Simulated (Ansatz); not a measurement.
## ZnSe under strain: 67Zn NMR of the central transition

Cell: a COD entry, relaxed with PBE at fixed cell and then changed (z stretched by 2 %, ions relaxed).

```
Zn Se
1.0
     0.00000    2.83380    2.89048
     2.83380    0.00000    2.89048
     2.83380    2.83380    0.00000
Zn Se
1 1
Direct
  0.00000 0.00000 0.00000
  0.25000 0.25000 0.25000
```

Atoms are numbered from 1 in the order listed; like atoms form one site, named after its first atom.

The numbers come from a DFT calculation in Ansatz (PBE, plane waves and PAW, scalar-relativistic, 420 eV cutoff, Γ-centred 13×13×13 k-points, Fermi–Dirac smearing 0.02 eV).

67Zn has I = 5/2 and Q = 122.0 mb (Pyykkö 2018); at 7.05 T its Larmor frequency is ν₀ = 18.8 MHz. Only the quadrupole interaction is simulated: positions count from each site's isotropic chemical shift, and J coupling is left out, as are shift anisotropy and dipolar coupling, which fast spinning averages.

Simulated pattern of one Zn site (fast magic-angle spinning, Gaussian broadening 0.04 kHz):

offset (kHz), height and a bar:
```
  -0.7747          0 
  -0.7441          4 #
  -0.7136          6 ##
  -0.6830          6 ##
  -0.6524          7 ##
  -0.6219          7 ##
  -0.5913          7 ##
  -0.5607          7 ##
  -0.5302          8 ##
  -0.4996         17 #####
  -0.4690         69 #####################
  -0.4385         77 #######################
  -0.4079         56 #################
  -0.3773         48 ##############
  -0.3468         45 #############
  -0.3162         44 #############
  -0.2856         44 #############
  -0.2551         46 ##############
  -0.2245         49 ###############
  -0.1939         55 ################
  -0.1634         68 ####################
  -0.1328        100 ##############################
  -0.1022         77 #######################
  -0.0717          9 ###
```

Question: Which |C_Q| and η does the pattern imply?

Answer: The pattern spans 0.642 kHz before broadening and its centre of gravity is at -0.299 kHz, which fixes P_Q; the places of the horns and steps fix η. That gives P_Q = 0.969 MHz, |C_Q| = 0.969 MHz and η = 0.00. The sign of C_Q can't be read from the pattern.

An axis of threefold or higher order runs through Zn, so V_zz lies along it and η is zero.
